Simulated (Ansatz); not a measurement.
# MoS2 (R3m) in Ansatz: a series of runs

One crystal, MoS2, is run at these levels: PBEsol; tasks: dielectric tensor, phonons, elastic constants, band structure.

Program: Ansatz 0.2.0. These are calculated values, not measurements. Logs are shortened: lines on timing, memory, paths and dates and some standing lists are left out, and cuts for length are marked.

## 1. The crystal as given

It takes space group R3m (No. 160, trigonal). Conventional cell: a = 3.160 Å, b = 3.160 Å, c = 18.450 Å, α = 90.00°, β = 90.00°, γ = 120.00°. Mo (site symmetry 3m) is surrounded by 6 S at 2.39 Å. Around S (site symmetry 3m) lie 3 Mo at 2.39 Å. Around S (site symmetry 3m) lie 3 Mo at 2.39 Å.

Measurements of this composition are mostly on another form, of space group No. 194.

## 2. Dielectric tensor, PBEsol

Contents of input.yaml:

```yaml
crystal:
  lattice:
    - [1.58, 0.9122134253, 6.15]
    - [-1.58, 0.9122134253, 6.15]
    - [0.0, -1.8244268506, 6.15]
  atoms:
    - { symbol: Mo, position: [0.0, 0.0, 0.0] }
    - { symbol: S, position: [0.417, 0.417, 0.417] }
    - { symbol: S, position: [0.25, 0.25, 0.25] }
kpoints:
  mp_grid: { grid: [10, 10, 10] }
scf:
  occupations: { method: fixed }
hamiltonian:
  xc: pbesol
  pseudopotentials: { kind: all_electron, datasets: crystal }
output: {}
dielectric: {}
```

Potentials or basis: all-electron PAW datasets made for the crystal.

Launch:

```bash
$ ansatz run input.yaml --threads 2 --pin off --max-ram 8192MiB --backend cpu --events-out ev --progress --plain --runs-dir out
```

Log:

```text
Warning: RAYON_NUM_THREADS=2 ignored (pool sized by the plan → 2); use --threads N
hamiltonian.pseudopotentials.datasets: crystal makes datasets for this crystal and solves the spheres of its atoms anew in each pass: cutoff 340.0 eV, the density's 1360.0 eV; for an error of 0.50 meV an atom under PBE, 1.5 meV for the cell; an energy difference from a run of another recipe may be off by several times the error for the cell, under r2SCAN by more, where some 0.1 meV an atom stays at smaller errors; in a run that uses the all-electron wave functions in the spheres, carries its plane waves along with the cell (elastic.basis: deformed) or is on a recipe of such a run or, without exact exchange, of a hybrid, they include no finite-basis correction of the energy (for plane waves above the cutoff): energies differ from those of runs with it by up to 1.1 meV an atom at a dataset_error of 0.2 meV (4 under r2SCAN), and by more at a larger error or with an open f shell (one dataset_recipe, of a run without it, keeps both alike, but for a hybrid, which always has it); S in spheres of 1.074 Å, 6 of its electrons in bands; Mo in spheres of 1.302 Å, 14 of its electrons in bands
Engine: ansatz 0.2.0, aarch64-unknown-linux-gnu
Pseudopotentials: kind: all_electron
Pseudopotential: Mo, paw, valence charge 14, recommended cutoff 340 eV (normal), crystal/all_electron/pbesol/scalar/gaussian/Mo, Koelling and Harmon's equation, gaussian nucleus
Pseudopotential: S, paw, valence charge 6, recommended cutoff 340 eV (normal), crystal/all_electron/pbesol/scalar/gaussian/S, Koelling and Harmon's equation, gaussian nucleus
Functional definition: PBEsol
  exchange = pbesol_x
  correlation = pbesol_c
davidson cushion auto → on  (no smearing: the cushion is to keep the highest requested band from converging to the state above it; pin scf.eigensolver.cushion to override)
Crystal: 3 atoms, lattice volume = 53.184 Å³
Basis set: ecut = 340 eV, 757 PW (Γ), exchange–correlation on 80×80×80 points (8 copies of the dense FFT grid, shifted against one another)
Bands: 17, of which v1, the nominal top of the filled ones, is band 13 counted from 1 (12 counted from 0)
Symmetry: 6 space group operations
k-points: 282 of 1000 (irreducible under 2 space group operations, time reversal used)
Non-local potential: Mo, projectors of the file, l = 0: 2, l = 1: 2, l = 2: 2
Non-local potential: S, projectors of the file, l = 0: 1, l = 1: 1, l = 2: 2
PAW form: soft (Blöchl's): semilocal exchange-correlation on the pseudo side does not see the compensation charge
PAW one-centre angular grid: Mo, 590 points (default); XC on its mesh's 1865 points in the sphere
PAW one-centre angular grid: S, 110 points (default); XC on its mesh's 1907 points in the sphere
Initial density: superposition of atomic densities (neutral atoms: chi_scale 0, normalization atom)
Initial wavefunctions: pseudopotential atomic-orbital guess
Functional: x = pbesol(κ = 0.804, μ = 0.12345679012345678), c = pbesol(β = 0.046)
iter 1 solved again at ethr=2.63e-2 eV; its pass at ethr=1.00e-1 eV (dr2=6.84e0 eV) is discarded
SCF iter   1: F=—  HF=-131814.703320 eV  |F-HF|=—  |Δ(HF+E_count)|=         —  Δρ=9.41e-2  dr2=6.95e0  ethr=2.63e-2  ⟨swp⟩=2.0  Hψ=26955  notcnv=0
preconditioner: auto → none  [insulator: Δε(μ)=0.866 eV  Ē_g=9.074 eV  n_scr=16 (ndim 8)  ℏωp=21.6 eV  f_vac=0.002  ε∞_Penn≈6.7]
SCF iter   2: F=—  HF=-131815.877523 eV  |F-HF|=—  |Δ(HF+E_count)|=    1.17e0  Δρ=1.25e-1  dr2=2.10e1  ethr=2.63e-2  ⟨swp⟩=3.1  Hψ=14007  notcnv=0  recentre
SCF iter   3: F=—  HF=-131813.632683 eV  |F-HF|=—  |Δ(HF+E_count)|=    2.24e0  Δρ=5.03e-2  dr2=2.36e0  ethr=2.63e-2  ⟨swp⟩=3.0  Hψ=12570  notcnv=0
iter 4 solved again at ethr=7.85e-5 eV; its pass at ethr=9.07e-3 eV (dr2=2.04e-2 eV) is discarded
SCF iter   4: F=—  HF=-131813.257494 eV  |F-HF|=—  |Δ(HF+E_count)|=   3.75e-1  Δρ=8.89e-3  dr2=2.19e-2  ethr=7.85e-5  ⟨swp⟩=3.9  Hψ=26261  notcnv=0
SCF iter   5: F=—  HF=-131813.256536 eV  |F-HF|=—  |Δ(HF+E_count)|=   9.59e-4  Δρ=4.02e-3  dr2=1.34e-2  ethr=7.85e-5  ⟨swp⟩=2.0  Hψ=10716  notcnv=0
SCF iter   6: F=—  HF=-131813.254448 eV  |F-HF|=—  |Δ(HF+E_count)|=   2.09e-3  Δρ=5.40e-4  dr2=4.59e-4  ethr=5.17e-5  ⟨swp⟩=2.5  Hψ=10995  notcnv=0
SCF iter   7: F=—  HF=-131813.254459 eV  |F-HF|=—  |Δ(HF+E_count)|=   1.07e-5  Δρ=5.01e-4  dr2=4.40e-4  ethr=1.76e-6  ⟨swp⟩=3.0  Hψ=15290  notcnv=0
SCF iter   8: F=—  HF=-131813.254388 eV  |F-HF|=—  |Δ(HF+E_count)|=   7.09e-5  Δρ=2.11e-4  dr2=7.12e-5  ethr=1.69e-6  ⟨swp⟩=2.0  Hψ=10716  notcnv=0
SCF iter   9: F=—  HF=-131813.254376 eV  |F-HF|=—  |Δ(HF+E_count)|=   1.21e-5  Δρ=4.45e-5  dr2=3.23e-6  ethr=2.74e-7  ⟨swp⟩=3.0  Hψ=11520  notcnv=0
SCF iter  10: F=—  HF=-131813.254375 eV  |F-HF|=—  |Δ(HF+E_count)|=   4.96e-7  Δρ=9.19e-6  dr2=7.37e-8  ethr=1.24e-8  ⟨swp⟩=3.0  Hψ=13437  notcnv=0
SCF iter  11: F=—  HF=-131813.254375 eV  |F-HF|=—  |Δ(HF+E_count)|=   2.27e-9  Δρ=3.21e-6  dr2=1.62e-8  ethr=2.84e-10  ⟨swp⟩=3.2  Hψ=13217  notcnv=0
SCF iter  12: F=—  HF=-131813.254375 eV  |F-HF|=—  |Δ(HF+E_count)|=   2.12e-9  Δρ=1.66e-6  dr2=4.67e-9  ethr=6.22e-11  ⟨swp⟩=3.0  Hψ=12420  notcnv=0
SCF iter  13: F=—  HF=-131813.254375 eV  |F-HF|=—  |Δ(HF+E_count)|=  5.53e-10  Δρ=4.10e-7  dr2=1.99e-10  ethr=1.80e-11  ⟨swp⟩=2.1  Hψ=10739  notcnv=0
SCF iter  14: F=-131813.254375 eV  HF=-131813.254375 eV  |F-HF|=8.73e-11  |Δ(HF+E_count)|=  5.82e-11  Δρ=2.48e-7  dr2=5.73e-11  ethr=1.00e-12  ⟨swp⟩=3.0  Hψ=12289  notcnv=0
SCF 1 converged in 14 iterations: F = -131813.254375 eV  dr2 = 5.73e-11
the response reads at least the filled bands of the reference SCF and the lowest empty band at each k-point, and that SCF's band table does not vouch for those bands. The notice of the band table in this run's record says why
NSCF: frozen V_eff on 5 k-points
DFPT response loops at Γ: preconditioner auto → Resta (q_TF=auto, 2.422 Å⁻¹)  ε∞=8.1 (no band partly filled); β = 1.00, the filter's whole step (`scf.mixing.beta` (0.50) is not read by the response loops at its default; to damp them type it under 1.00, their step now; it binds the ground state too); Broyden in place of MSR1
WARN: field response: ε∞, Z* and everything formed from them stand on the 10×10×10 k-mesh, whose period is 15.55 times the interband length at k = (0.2000, -0.5000, -0.2000), direct gap 2.010 eV, 14 or more, which is no proof that they serve; points inside a basis were not begun: none includes the bands' part inside the spheres of datasets made for the crystal
SCF converged after 14 iterations
Free energy (F): -131813.254375 eV
Harris-Foulkes:  -131813.254375 eV  (|F-HF|=8.73e-11)
Internal energy: -131813.254375 eV  (E = F + TS)
E sigma→0 (E₀):  -131813.254375 eV
Past the cutoff: waves up to 1.5 times it would add -0.000075 eV an atom, which no energy here includes
By the cutoff:   a pressure is off by up to 0.008 GPa (6 times that energy over an atom's volume, and 0.004 GPa: a bound that held against runs at twice the plane waves)
Past the cutoffs: a stress includes 0.0007 GPa for waves and charges beyond them
In the spheres:  the bands' charges fall short by 2.7e-7 e at most (sound up to 1e-3)
Fermi energy:    12.340051 eV
--- Per-component energies (eV) ---
  E_band       = -121.490161
  E_kinetic    = 471.606837
  E_local      = -1688.754161  (includes V_loc(G=0)·N_el)
  E_nonlocal   = 88.639175
  E_hartree    = 804.566684
  E_xc         = -239.302084
  E_vxc        = -311.036408  (∫ρ·V_xc dr)
  E_paw        = -132453.885042  (= ΣΔE_a)
  E_vpaw       = -3113.356128  (= ΣTr[D̂ρ^β])
  E_ewald      = -1618.402598
  E_smearing   = -0.000000  (= −TS)
  E_closure    = 2822.276814  (closes the sum)
  Σ components = -131813.254375   (vs F -131813.254375, Δ=0.00e0)
  The terms above E_closure are by the made datasets' own strengths, without shells solved beside the bands.
--- Band table (eV; the first three rows and the last of 282) ---
  k-point 0: bands = ["-49.1468", "-23.3428", "-23.1035", "-23.1035", "-2.7958", "-1.0503", "5.2689", "8.8413", "8.8413", "9.9856", "9.9856", "11.0706", "11.1327", "14.3498", "14.3498", "14.7906", "14.7906"]
  k-point 1: bands = ["-49.1428", "-23.3347", "-23.1440", "-23.1126", "-2.6388", "-1.0034", "5.4491", "8.5176", "9.0044", "9.4627", "9.7458", "11.0511", "11.3250", "14.2445", "14.3163", "14.5723", "14.6613"]
  k-point 2: bands = ["-49.1322", "-23.3137", "-23.2488", "-23.1365", "-2.2018", "-0.8725", "5.8704", "7.8522", "8.5709", "9.2271", "9.4495", "10.8767", "11.0591", "13.6231", "14.2676", "14.5795", "15.1363"]
  k-point 281: bands = ["-49.1468", "-23.3429", "-23.1035", "-23.1035", "-2.5469", "-1.4764", "6.2672", "8.7898", "8.8274", "8.8274", "10.0128", "10.0128", "12.3401", "14.4467", "14.4467", "14.6551", "14.6551"]
--- Dielectric response (ions clamped): 2 representative field directions + reference, on 282 of 1000 k-points (Σ response iterations 21) ---
  k mesh reduced under 2 symmetry operations, with k and −k counted as one. Each operation leaves every solved perturbation unchanged. A smaller set is not considered because the run solves the response to a homogeneous field
  ε∞ (high-frequency dielectric tensor):
       15.244986     0.000000     0.000000
        0.000000    15.244986     0.000000
        0.000000     0.000000     6.490292
  Born effective charges Z* (e; rows j = field, columns β = displacement):
    site 0:
        -1.08500    0.00000    0.00000
         0.00000   -1.08500   -0.00000
         0.00000   -0.00000   -0.74512
    site 1:
         0.53685    0.00000    0.00000
         0.00000    0.53685    0.00000
         0.00000    0.00000    0.33027
    site 2:
         0.54815    0.00000    0.00000
         0.00000    0.54815    0.00000
         0.00000    0.00000    0.41485
  Z* charge neutrality: 4.046e-5 e pre-enforcement
  k-mesh period / interband length: 31.6 Å / 2.03 Å = 15.55 at k = (0.2000, -0.5000, -0.2000), direct gap 2.010 eV — 14 or more, which is no proof of convergence
```

Run time: 3.5 min. Hardware: 2 threads of Arm Neoverse V2, shared host; peak memory 2.2 GiB.

Results:

| Property | Result |
| --- | --- |
| Free energy | -131813.2544 eV |
| Band gap on the k mesh | 0.91 eV, indirect (least direct gap 1.96 eV) |
| Electronic dielectric tensor (diagonal) | 15.24, 15.24, 6.49 |
| Born charges (mean of the diagonal) | Mo -0.97; S +0.47, +0.50 e |

Electronic dielectric tensor:
```
15.24  0.00  0.00
 0.00 15.24  0.00
 0.00  0.00  6.49
```

Born effective charge tensors (e):
atom 1, Mo
```
-1.08  0.00  0.00
 0.00 -1.08  0.00
 0.00  0.00 -0.75
```
atom 2, S
```
0.54 0.00 0.00
0.00 0.54 0.00
0.00 0.00 0.33
```
atom 3, S
```
0.55 0.00 0.00
0.00 0.55 0.00
0.00 0.00 0.41
```

A k mesh can miss the band edges. As with any semilocal functional, this PBEsol gap is likely too small.

## 3. Phonons, PBEsol

input.yaml: that of step 2 with these lines changed.

```diff
@@ -12,7 +12,9 @@
 scf:
-  occupations: { method: fixed }
+  occupations: { method: fermi_dirac, width: 0.05 }
 hamiltonian:
   xc: pbesol
-  pseudopotentials: { kind: all_electron, datasets: crystal }
+  pseudopotentials: { kind: all_electron, lapw: { basis_error: 0.002 } }
 output: {}
-dielectric: {}
+phonons:
+  method: fd
+  supercell: [1, 1, 1]
```

Potentials or basis: all-electron LAPW, scalar-relativistic.

Launch:

```bash
$ ansatz run input.yaml --threads 2 --pin off --max-ram 8192MiB --backend cpu --events-out ev --progress --plain --runs-dir out
```

Log:

```text
Warning: RAYON_NUM_THREADS=2 ignored (pool sized by the plan → 2); use --threads N
LAPW: plane waves up to 8.307 Å⁻¹, error target 2.0e-3 eV per atom; small_component_spin mean_spin; S in spheres of 1.026 Å, 14 of its electrons in bands, Dirac shells []; Mo in spheres of 1.289 Å, 30 of its electrons in bands, Dirac shells [] (how accurate: hamiltonian.pseudopotentials.lapw.basis_error, Limitations)
[... 2 set-up lines as earlier in the session ...]
Pseudopotential: Mo, LAPW, valence charge 30, lapw/all_electron/scalar/gaussian/Mo, Koelling and Harmon's equation, gaussian nucleus
Pseudopotential: S, LAPW, valence charge 14, lapw/all_electron/scalar/gaussian/S, Koelling and Harmon's equation, gaussian nucleus
[... 1 set-up line as earlier in the session ...]
[... 127 lines left out ...]
  k-point 115: bands = ["-363.7589", "-363.7387", "-363.7387", "-205.9212", "-205.9212", "-205.9089", "-205.8990", "-205.8990", "-193.2658", "-193.2593", "-138.3395", "-138.3395", "-138.3333", "-138.3333", "-138.2886", "-138.2803", "-49.1470", "-23.3432", "-23.1035", "-23.1035", "-2.5469", "-1.4764", "6.2673", "8.7898", "8.8274", "8.8274", "10.0127", "10.0127", "12.3402", "14.4467", "14.4467", "14.6552", "14.6552", "17.7951", "20.7742"]
--- Phonons: 6 displaced members + reference (amplitude 0.01 Å, Σ member SCF iterations 44) ---
  symmetry images taken by strict's conditions (phonons.symmetry_images: auto; settled by no image being taken that strict refuses)
  ASR residual: 7.001e-4 → 0.000e0 eV/Å²; symmetrization residual: 8.368e-4 eV/Å²
  largest component of a force at the reference: 2.6e-1 eV/Å
  ASR residual per site (eV/Å²): 7.00e-4 4.41e-4 2.99e-4
  Γ frequencies (cm⁻¹): 0.00 0.00 0.00 289.88 289.88 387.05 387.05 413.24 471.05
  density of states and harmonic sums: on the 23×23×23 q-mesh, interpolated from the force constants of a 1×1×1 supercell (no non-analytic term)
  largest difference from the sums on the solved wave vectors: F 3.92e-1 eV, S 6.50e-4 and C_V 2.58e-4 eV/K
  zero-point energy: 0.164193 eV/cell   skipped modes (ω ≤ 0): 36, of them read as no rigid motion or as one in doubt: 33 (5.425e-3 modes/cell left out, lowest 0.00 cm⁻¹)   left out of the sums: 6.30e-4 of the cell's modes: C_V's classical limit lies that fraction below 3 k_B per atom; for a crystal, a wire or a layer, F and S can be off by more, and a phonons.interpolated_qmesh denser along its periods is the remedy for the sampling
```

phthermo.tsv:

```text
# format = ansatz-phthermo/1
# interpolated_qmesh = 23 23 23
# force_constants_supercell = 1 1 1
# non_analytic_term = not included (the non-analytic LO-TO correction is not applied to the interpolated dynamical matrix; polar crystals: no LO-TO splitting at GAMMA, and LO and other optical branches, acoustic branches and sound speeds, and with them the density of states and the thermodynamics, can be off between the wave vectors that the force constants were sampled on, most near GAMMA; a larger extent of the force constants narrows that region and is not shown to mend the acoustic slopes)
# zero_point_energy_ev = 1.6419286099e-1
# n_skipped_modes = 36
# share_of_modes_left_out = 6.3011972275e-4
# vibrations_at_or_below_zero_n_entries = 33
# vibrations_at_or_below_zero_modes_per_cell = 5.4245089176e-3
# vibrations_at_or_below_zero_lowest_omega_inv_cm = 0.000
# rigid_motions_known_by = geometry
# t_k	f_vib_ev	s_ev_per_k	c_v_ev_per_k
0.0000	1.6419286099e-1	0.0000000000e0	0.0000000000e0
10.0000	1.6419205387e-1	4.0243105300e-7	1.3719293510e-6
20.0000	1.6417745710e-1	2.8769590146e-6	7.0883051726e-6
30.0000	1.6412736438e-1	7.5103613215e-6	1.7283762779e-5
40.0000	1.6401938154e-1	1.4509134262e-5	3.3196850156e-5
50.0000	1.6382810731e-1	2.4227354651e-5	5.5930473906e-5
[... 93 lines left out ...]
990.0000	-7.0033162437e-1	1.4954689743e-3	7.6219223025e-4
1000.0000	-7.1532468397e-1	1.5031305379e-3	7.6244525048e-4
```

Wall time 7.9 min (2 threads of Arm Neoverse V2, shared host); peak memory 0.96 GiB.

What came out:

| Quantity | Value |
| --- | --- |
| Free energy | -131813.2526 eV |
| Largest force | 0.260 eV/Å |
| Band gap on the k mesh | 0.91 eV, indirect (least direct gap 1.96 eV) |
| Highest phonon frequency at Γ, LO-TO splitting left out | 471 cm⁻¹ |

Forces on the atoms (eV/Å):
```
Mo   0.000  0.000  0.086
S    0.000  0.000  0.174
S    0.000  0.000 -0.260
```

Levels at points of the mesh, in eV from the valence-band top:
| k point | band 26 | band 27 | band 28 | band 29 | band 30 | band 31 | band 32 | band 33 |
| --- | --- | --- | --- | --- | --- | --- | --- | --- |
| (0.00, 0.00, 0.00) | -2.35 | -2.35 | -1.27 | -1.21 | 2.01 | 2.01 | 2.45 | 2.45 |
| (0.00, 0.00, -0.50) | -4.09 | -2.36 | -1.67 | -1.53 | 1.57 | 1.99 | 3.42 | 3.49 |
| (0.00, -0.50, -0.50) | -4.01 | -2.93 | -1.85 | -1.36 | 1.52 | 2.12 | 2.95 | 3.92 |
| (-0.50, -0.50, -0.50) | -3.51 | -2.33 | -2.33 | 0.00 | 2.11 | 2.11 | 2.31 | 2.31 |

Phonon frequencies in cm⁻¹ (negative: imaginary):
```
              q point                    frequencies
(0.000, 0.000, 0.000)  0 0 0 290 290 387 387 413 471
```

A k mesh can miss the band edges. Expect the measured gap to be larger: semilocal functionals such as PBEsol lack the derivative discontinuity.

## 4. Elastic constants, PBEsol

input.yaml: that of step 3 with these lines changed.

```diff
@@ -10,3 +10,3 @@
 kpoints:
-  mp_grid: { grid: [10, 10, 10] }
+  mp_grid: { grid: [8, 8, 8] }
 scf:
@@ -16,5 +16,7 @@
   pseudopotentials: { kind: all_electron, lapw: { basis_error: 0.002 } }
-output: {}
-phonons:
-  method: fd
-  supercell: [1, 1, 1]
+output:
+  forces: true
+  stress: true
+elastic:
+  mode: clamped_ion
+  stencil: two_point
```

Launch:

```bash
$ ansatz run input.yaml --threads 2 --pin off --max-ram 8192MiB --backend cpu --events-out ev --progress --plain --runs-dir out
```

It took 4.5 min on 2 threads of Arm Neoverse V2, shared host; peak memory 0.65 GiB.

Results (log left out):

```
Free energy            : -131813.2523 eV
Pressure               : 0.4 GPa
Largest force          : 0.261 eV/Å
Band gap on the k mesh : 0.99 eV, indirect (least direct gap 2.03 eV)
Voigt bulk modulus     : 156 GPa
```

Forces on the atoms (eV/Å):
```
Mo   0.000  0.000  0.086
S    0.000  0.000  0.175
S    0.000  0.000 -0.261
```

Stress tensor (GPa, compression positive):
```
-0.62  0.00  0.00
 0.00 -0.62  0.00
 0.00  0.00  2.34
```

Levels at points of the mesh, in eV from the valence-band top:
| k point | band 25 | band 26 | band 27 | band 28 | band 29 | band 30 | band 31 | band 32 | band 33 | band 34 |
| --- | --- | --- | --- | --- | --- | --- | --- | --- | --- | --- |
| (0.00, 0.00, 0.00) | -3.50 | -2.35 | -2.35 | -1.27 | -1.21 | 2.01 | 2.01 | 2.45 | 2.45 | 5.37 |
| (0.00, 0.00, -0.50) | -5.10 | -4.09 | -2.36 | -1.67 | -1.53 | 1.57 | 1.99 | 3.42 | 3.49 | 5.14 |
| (0.00, -0.50, -0.50) | -4.80 | -4.01 | -2.93 | -1.85 | -1.36 | 1.52 | 2.12 | 2.95 | 3.92 | 5.87 |
| (-0.50, -0.50, -0.50) | -3.51 | -3.51 | -2.33 | -2.33 | 0.00 | 2.11 | 2.11 | 2.32 | 2.32 | 5.45 |

Elastic tensor in Voigt notation (GPa, ions clamped, in the Cartesian axes of the cell as first typed):
```
264  84 103   3   0   0
 84 264 103  -3   0   0
106 106 294   0   0   0
  3  -3   0 146   0   0
  0   0   0   0 146   3
  0   0   0   0   3  90
```

A k mesh can miss the band edges.

(Continued in part 2 of 2.)
